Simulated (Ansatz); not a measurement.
# CdSe: what symmetry allows forces and stress to be

```xyz
2
Lattice="0.0018 3.0477 2.9912 3.0122 0.0018 2.9912 3.0140 3.0495 0.0000" Properties=species:S:1:pos:R:3 pbc="T T T"
Cd    0.0000    0.0000   -0.0974
Se    4.5209    4.5743    4.5842
```

The calculation used Ansatz 0.2.0, DFT PBE, scalar-relativistic, plane waves, PAW.

Cutoff 420 eV; k points 10×10×10 on the computed 2-atom cell (Γ-centred); Gaussian smearing, width 0.05 eV; no spin polarisation.

This distorted cell has space group C2, with 2 operations.

Task: Without a calculation: in which directions can each atom feel a force?

Result: A force must be left unchanged by every operation that keeps its atom in place, so it lies in the space that those operations leave fixed. Atoms that the group maps onto each other feel forces of one size.
```tsv
atom	site symmetry	operations at the site	equivalent to atom	allowed force (Cartesian)
Cd1	2	2	1	along (0.00, 0.00, 1.00)
Se2	2	2	2	along (0.00, 0.00, 1.00)
```

That leaves 2 independent force components of 6, tied by 1 condition that the forces sum to zero, so 1 remains. A relaxation in this cell that keeps the symmetry moves the atoms in these directions alone.

Task: And the stress tensor?

Result: It must be invariant under the point group, which leaves 4 independent components: yz, xz vanish.

Task: Do the computed values obey this?

Result: Yes. Forces (eV/Å):
```
Cd1  0.000  0.000  1.004
Se2  0.000  0.000 -1.004
```

Stress (GPa, compression positive, xx yy zz yz xz xy): 5.44 5.30 4.42 0.00 0.00 4.37. The program imposes the same operations on density, forces and stress, so this confirms the analysis and is no independent test of the calculation.

This zinc-blende form isn't the usual stable structure of the compound.